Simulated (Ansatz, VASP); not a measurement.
## One calculation of Ti, two programs

Contents of INCAR:

```
  ALGO = Fast
  EDIFF = 1E-7
  ENCUT = 520
  GGA = PE
  ISIF = 2
  ISMEAR = 0
  LASPH = True
  LCHARG = False
  LREAL = False
  LWAVE = False
  NBANDS = 19
  NELM = 60
  PREC = Accurate
  SIGMA = 0.1
```

The input KPOINTS:

```
k-points
0
Gamma
  15 15 8
```

The input POSCAR:

```
Ti
1.0
    3.0744877701      0.0000000000      0.0000000000
   -1.5372438851      2.6625845125      0.0000000000
    0.0000000000      0.0000000000      4.6025892000
Ti
2
Direct
    0.3333333333      0.6666666667      0.2286598378
    0.6666666667      0.3333333333      0.7713401622
```

Input for Ansatz:

```yaml
crystal:
  lattice:
    - [3.0744877701, 0.0, 0.0]
    - [-1.5372438851, 2.6625845125, 0.0]
    - [0.0, 0.0, 4.6025892]
  atoms:
    - { symbol: Ti, position: [0.3333333333, 0.6666666667, 0.2286598378] }
    - { symbol: Ti, position: [0.6666666667, 0.3333333333, 0.7713401622] }
basis:
  ecutwfc: 420
kpoints:
  mp_grid: { grid: [15, 15, 8] }
hamiltonian:
  xc: pbe
scf:
  occupations: { method: gaussian, width: 0.1 }
output:
  forces: true
  stress: true
  eigenvalues: true
```

Alike in both runs: task single point; functional PBE; k mesh 15 × 15 × 8; occupations gaussian, width 0.1 eV; no spin polarisation.

|  | VASP | Ansatz |
| --- | --- | --- |
| version | VASP 6.6.1 | Ansatz 0.2.0 |
| potentials or method | VASP PAW PBE potentials, release 64 (Ti_sv) | scalar-relativistic, plane waves, PAW |
| plane-wave cutoff (eV) | 520 | 420 |
| valence electrons in the cell | 24 | 24 |

Ansatz gave:

| Property | Result |
| --- | --- |
| gap on the k mesh at the Fermi level (eV) | none |
| pressure (GPa) | -6.1 |
| largest component of the traceless stress (GPa) | 4.96 |
| rms of the force components (eV/Å) | 0.458 |

Q: What did VASP give for the same quantities?

A: gap on the k mesh at the Fermi level (eV): none; pressure (GPa): -6.3; largest component of the traceless stress (GPa): 4.94; rms of the force components (eV/Å): 0.457.

Atom by atom the forces differ by 0.002 eV/Å (rms over components). A gap of «none» marks a metal or a gap that the smearing closes. With one functional, cell and mesh, what is left measures potentials, basis and numerics.
